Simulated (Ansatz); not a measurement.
# AlP: the cost of one run

Computed with Ansatz 0.2.0 (reference: DFT, HSE06, plane waves, PAW, unless a step's input says otherwise).

2 further runs of the same task are left out: 1 for a known fault of the program, 1 that didn't finish.

### Step 1. Starting point

It takes space group F-43m (No. 216, cubic). The conventional cell has a = 5.479 Å, b = 5.479 Å, c = 5.479 Å, α = 90.00°, β = 90.00°, γ = 90.00°. Around Al (site symmetry -43m) lie 4 P at 2.37 Å. Around P (site symmetry -43m) lie 4 Al at 2.37 Å.

Coordinates:

```cif
data_structure
_symmetry_space_group_name_H-M 'P 1'
_symmetry_Int_Tables_number 1
_cell_length_a 3.8739
_cell_length_b 3.8739
_cell_length_c 3.8739
_cell_angle_alpha 60.000
_cell_angle_beta 60.000
_cell_angle_gamma 60.000
_cell_volume 41.11
loop_
_atom_site_label
_atom_site_type_symbol
_atom_site_fract_x
_atom_site_fract_y
_atom_site_fract_z
_atom_site_occupancy
Al1 Al 0.00000 0.00000 0.00000 1
P1 P 0.25000 0.25000 0.25000 1
```

### Step 2. Reference

Input file input.yaml:

```yaml
crystal:
  lattice:
    - [0.0, 2.7392572093, 2.7392572093]
    - [2.7392572093, 0.0, 2.7392572093]
    - [2.7392572093, 2.7392572093, 0.0]
  atoms:
    - { symbol: Al, position: [0.0, 0.0, 0.0] }
    - { symbol: P, position: [0.25, 0.25, 0.25] }
kpoints:
  mp_grid: { grid: [4, 4, 4] }
hamiltonian:
  xc: hse06
scf:
  occupations: { method: fixed }
  n_extra_bands: 4
output:
  forces: true
  stress: true
  eigenvalues: true
```

On the command line:

```console
ansatz run input.yaml --threads 4 --pin off --max-ram 3686MiB --backend cpu --events-out ev --progress --plain --runs-dir out
```

What time and memory should one allow on 4 threads of Arm Neoverse N1, shared host?

About 5.4 s, with a peak of 0.48 GiB.
